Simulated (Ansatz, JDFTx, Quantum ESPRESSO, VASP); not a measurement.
One calculation of Pb, 4 ways

The starting cell:

```
CELL_PARAMETERS angstrom
0.00000 2.47502 2.47502
2.47502 0.00000 2.47502
2.47502 2.47502 0.00000
ATOMIC_POSITIONS crystal
Pb 0.00000 0.00000 0.00000
```

Alike in all runs: task relaxation of cell and atoms; functional PBEsol; k mesh 9 × 9 × 9; occupations fermi-dirac, width 0.05 eV; no spin polarisation; no spin-orbit coupling.

```json
{"program and potentials": "Quantum ESPRESSO, GBRV 1.5 PBEsol", "plane-wave cutoff (eV)": "612", "notes": "-", "equilibrium volume (Å³/atom)": "29.79"}
{"program and potentials": "Ansatz, all-electron LAPW, scalar-relativistic", "plane-wave cutoff (eV)": "-", "notes": "-", "equilibrium volume (Å³/atom)": "29.94"}
{"program and potentials": "JDFTx, PseudoDojo-SR-PBEsol-0.4.1-standard", "plane-wave cutoff (eV)": "762", "notes": "-", "equilibrium volume (Å³/atom)": "29.94"}
{"program and potentials": "VASP, PBE PAW files Pb_d, 600 eV", "plane-wave cutoff (eV)": "600", "notes": "potentials made for PBE", "equilibrium volume (Å³/atom)": "29.94"}
```

The equilibrium volume spans 29.79 (Quantum ESPRESSO, GBRV 1.5 PBEsol) to 29.94 Å³/atom (JDFTx, PseudoDojo-SR-PBEsol-0.4.1-standard), with all-electron results at 29.94. Relaxations stop with a little pressure left, so the last digit of a volume isn't settled.

Differences between rows come from potentials, basis sets and numerical settings, since the functional is the same but for its coding. Runs on potential files found faulty are left out.
